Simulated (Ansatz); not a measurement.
# BaZrO3: the band gap up the ladder of functionals

One table from this session's results is given with a row withheld; the runs are named, their logs left out.

Code: Ansatz 0.2.0. PAW datasets, plane waves. The values are computed, spin-unpolarised, and not measurements.

### The system as given

The cell was relaxed beforehand with r2SCAN.

Space group Pm-3m (No. 221), cubic; a = 4.205 Å in the conventional setting, 14.87 Å³ an atom. Near Ba stand 12 O at 2.97 Å; near Zr stand 6 O at 2.10 Å; near O stand 2 Zr at 2.10 Å and 4 Ba at 2.97 Å.

Coordinates:

```cif
data_structure
_symmetry_space_group_name_H-M 'Pm-3m'
_symmetry_Int_Tables_number 221
_cell_length_a 4.2053
_cell_length_b 4.2053
_cell_length_c 4.2053
_cell_angle_alpha 90.000
_cell_angle_beta 90.000
_cell_angle_gamma 90.000
_cell_volume 74.37
loop_
_atom_site_label
_atom_site_type_symbol
_atom_site_symmetry_multiplicity
_atom_site_Wyckoff_symbol
_atom_site_fract_x
_atom_site_fract_y
_atom_site_fract_z
_atom_site_occupancy
Ba1 Ba 1 a 0.00000 0.00000 0.00000 1
Zr1 Zr 1 b 0.50000 0.50000 0.50000 1
O1 O 3 c 0.50000 0.00000 0.50000 1
```

The first run:

Contents of input.yaml:

```yaml
crystal:
  lattice:
    - [4.2053404461, 0.0, 0.0]
    - [0.0, 4.2053404461, 0.0]
    - [0.0, 0.0, 4.2053404461]
  atoms:
    - { symbol: Ba, position: [0.0, 0.0, 0.0] }
    - { symbol: Zr, position: [0.5, 0.5, 0.5] }
    - { symbol: O, position: [0.5, 0.0, 0.5] }
    - { symbol: O, position: [0.5, 0.5, 0.0] }
    - { symbol: O, position: [0.0, 0.5, 0.5] }
kpoints:
  mp_grid: { grid: [6, 6, 6] }
  band_path:
    path:
      - [[0.0, 0.0, 0.0], [1.189065470743e-50, 0.5, 4.194774764182e-69], [0.5, 0.5, 3.053149471969e-35], [0.0, 0.0, 0.0], [0.5, 0.5, 0.5], [1.189065470743e-50, 0.5, 4.194774764182e-69]]
      - [[0.5, 0.5, 0.5], [0.5, 0.5, 3.053149471969e-35]]
    npoints: 10
hamiltonian:
  xc: pbe
scf:
  occupations: { method: fermi_dirac, width: 0.02 }
  n_extra_bands: 5
output:
  forces: true
  stress: true
  eigenvalues: true
  write_density: true
  write_potential: true
  elf: true
  volumetric_format: npy
```

Launch:

```console
> ansatz run input.yaml --threads 4 --pin off --max-ram 6451MiB --backend cpu --events-out ev --progress --plain --runs-dir out
```

Among the steps run: PBE band path; r2SCAN at the same geometry; HSE06 at the same geometry; PBE+SOC at the same geometry; PBE0.

One of the session's tables, all rows but one given; the rest of the session is left out.

| level | gap (eV) |
| --- | --- |
| PBE | 3.22 |
| r2SCAN | ? |
| HSE06 | 4.69 |
| PBE+SOC | 3.19 |
| PBE0 | 5.44 |

Q: Estimate the row for r2SCAN from the others.

The run gave: gap (eV): 3.73. In the column «gap (eV)» it lies between PBE (3.22) and HSE06 (4.69).

Meshes: PBE 6×6×6, r2SCAN 6×6×6, HSE06 4×4×4, PBE+SOC 6×6×6, PBE0 4×4×4

What this shows: PBE+SOC gives the least gap, 3.19 eV, and PBE0 the largest, 5.44 eV. PBE reaches 69 % of the HSE06 value, and r2SCAN 80 %. PBE0 lies 0.75 eV above HSE06, which differs from it by screening the long-range exchange.

To keep in mind: Warnings in the runs' records: stress exchange threshold loose, stress scf threshold loose.
